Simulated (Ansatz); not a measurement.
**HfN: enthalpy under pressure, worked through**

Theory: DFT PBEsol, scalar-relativistic, plane waves, PAW (Ansatz). Run with 420 eV cutoff, 18×18×8 k-mesh, Gaussian smearing of 0.10 eV, no spin polarisation.

Starting point, cell and atoms relaxed:

```
Hf N
1.0
     3.12771    0.00000    0.00000
    -1.56385    2.70867    0.00000
     0.00000    0.00000    5.39094
Hf N
2 2
Direct
  0.66667 0.33333 0.75000
  0.33333 0.66667 0.25000
  0.00000 0.00000 0.00000
  0.00000 0.00000 0.50000
```

Cell and atoms were relaxed at each target pressure within the start's symmetry (P6_3/mmc), at zero temperature; other phases can be more stable under pressure. H = E + PV with P the target; E is the free energy at the smearing used, whose derivative the pressure is, per atom and counted from zero pressure.

Spin–orbit coupling is left out, which can shift energies with elements as heavy as these.

```tsv
P (GPa)	V (Å³/atom)	E − E0 (meV)	H − H0 (meV)
0	11.418	0.0	0.0
2	11.334	0.5	142.0
5	11.220	3.1	353.2
10	11.042	11.4	700.6
20	10.722	41.0	1379.5
40	10.195	138.5	2683.8
```

**Question.** Thermodynamics gives dH/dP = V along a relaxed path. Integrate V over P by the trapezoid rule and compare with the computed enthalpies.

**Answer.** With 1 eV/Å³ = 160.22 GPa, each step adds the mean volume times ΔP / 160.22:
```csv
P (GPa),∫V dP (meV),H − H0 (meV),difference (meV)
2,142.0,142.0,0.0
5,353.2,353.2,0.0
10,700.5,700.6,0.0
20,1379.7,1379.5,0.2
40,2685.3,2683.8,1.5
```

V(P) curves upward, so the trapezoid rule runs high; integrating a smooth curve through the same points (P as a polynomial of degree 4 in ln V) puts that excess at about 1.9 meV at 40 GPa, against the 1.5 meV found.

**Question.** At 40 GPa, how much of the enthalpy change is stored energy and how much is the PV term?

**Answer.** E rises by 138 meV/atom and PV is 40 × 10.195 / 160.22 = 2545 meV/atom, so PV makes 95 % of ΔH. So between rival structures at high pressure a small difference in volume can outweigh the difference in energy: 1 % of this volume is worth 25.5 meV/atom at this pressure.

**Question.** What bulk modulus do the lowest pressures give?

**Answer.** From the pressures that the runs reached, -2.04 GPa (11.502 Å³) and 2.05 GPa (11.334 Å³), B = −ΔP/Δln V = 4.09 / 0.0146 = 279 GPa, a mean over that range.

This form isn't the usual stable structure of the compound.